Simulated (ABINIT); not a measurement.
Runs of ABINIT 10.8.3 (patched build) on TaN. The structure is cubic, space group Fm-3m (No. 225). Conventional cell: a = 4.423 Å, b = 4.423 Å, c = 4.423 Å, α = 90.00°, β = 90.00°, γ = 90.00°. Ta (site symmetry m-3m) has 6 N at 2.21 Å as nearest neighbours. Around N (site symmetry m-3m) lie 6 Ta at 2.21 Å. The cell comes from a database or a generator and needn't be the stable form of this composition.

```tsv
task	level	potentials or basis	k mesh	cutoff (eV)	fine-grid cutoff	most SCF steps	thinning of the exchange mesh (fockdownsampling)	mesh quality	gap on the mesh (eV)	pressure (GPa)
single point	PBEsol	JTH PAW PBE v2.0	10 × 10 × 10	844	1442.2 eV	-	-	not flagged	none	(b)
single point	LDA	JTH PAW PBE v2.0	10 × 10 × 10	844	1442.2 eV	-	-	not flagged	none	(c)
single point	RPBE	JTH PAW PBE v2.0	10 × 10 × 10	844	1442.2 eV	-	-	not flagged	none	2.9
single point	r2SCAN	JTH PAW PBE v2.0	10 × 10 × 10	844	1442.2 eV	-	-	not flagged	none	(a)
single point	HSE06	SPMS NC PBE v1.0	8 × 8 × 8	952	-	60	2 × 2 × 2	not flagged	none	-
single point	PW91	JTH PAW PBE v2.0	10 × 10 × 10	844	1442.2 eV	-	-	not flagged	none	-1.5
single point	SCAN	JTH PAW PBE v2.0	10 × 10 × 10	844	1442.2 eV	-	-	not flagged	none	-8.1
single point	AM05	JTH PAW PBE v2.0	10 × 10 × 10	844	1442.2 eV	-	-	not flagged	none	-12.3
single point	BLYP	JTH PAW PBE v2.0	10 × 10 × 10	844	1442.2 eV	-	-	not flagged	none	10.0
single point	WC	JTH PAW PBE v2.0	10 × 10 × 10	844	1442.2 eV	-	-	not flagged	none	-9.0
single point	revPBE	JTH PAW PBE v2.0	10 × 10 × 10	844	1442.2 eV	-	-	not flagged	none	1.7
```

Alike in all rows: no spin polarisation; cell as given; smearing fermi-dirac 0.05 eV.

Q: Estimate the missing entries.

A: (a) -3.9; (b) -10.5; (c) -16.8.

Caveats: the highest band is partly filled, so the run has too few bands (some runs); the PAW data sets were made with another functional, which shifts forces and pressure a little (some runs); Libxc's HSE differs a little from that of other programs (some runs); the potentials were made for another functional, which shifts forces and pressure (some runs).

A k mesh can miss the band edges, and the runs leave out spin-orbit coupling on Ta.

A gap of «none» marks a metal or a gap under the smearing width.

Runs at the PBE level aren't shown here.
